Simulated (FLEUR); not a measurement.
# KCl under changes of volume

One of the cells (28.294 Å³/atom); the others are scaled copies at fixed shape and fractional positions:

```
CELL_PARAMETERS angstrom
3.83920 0.00000 0.00000
0.00000 3.83920 0.00000
0.00000 0.00000 3.83920
ATOMIC_POSITIONS crystal
K 0.00000 0.00000 0.00000
Cl 0.50000 0.50000 0.50000
```

Measurements of this composition are mostly on another form, of space group No. 225.

| Item | Value |
| --- | --- |
| Program | FLEUR MaX-R8.1 (patched build s14) |
| Functional | PBE |
| Potentials or basis | all-electron |
| Basis | FLAPW |
| Kmax | 3.8 1/bohr |
| k mesh | 7 × 7 × 7 |
| Occupations | fermi-dirac, width 0.05 eV |
| Spin | no spin polarisation |

```csv
volume (Å³/atom),energy over the lowest point (meV/atom),gap on the mesh (eV)
26.596,6.08,5.09
27.162,2.46,4.99
27.728,0.49,4.90
28.294,0.00,4.82
28.860,0.81,4.74
29.426,2.78,4.66
29.991,?,?
```

Task: What does the run at 29.991 Å³/atom give?

Result: Energy over the lowest point 5.80 meV/atom; gap on the mesh 4.58 eV.

Worked out: A Birch-Murnaghan fit of order 3 (a polynomial in V^(-2/3)) to the other rows has its minimum at 28.21 Å³/atom with B0 = V·E''(V) = 18.7 GPa and B' = 4.9. It gives 5.77 meV/atom at 29.991 Å³/atom, against the run's 5.80. A straight line through the other rows of the gap, of slope -4.21 eV per unit of ln V, extrapolates to 4.58 eV, against the run's 4.58.

Energies are extrapolated to zero smearing.

Caveats: an odd mesh through Γ misses points on the zone boundary, where band edges often lie.
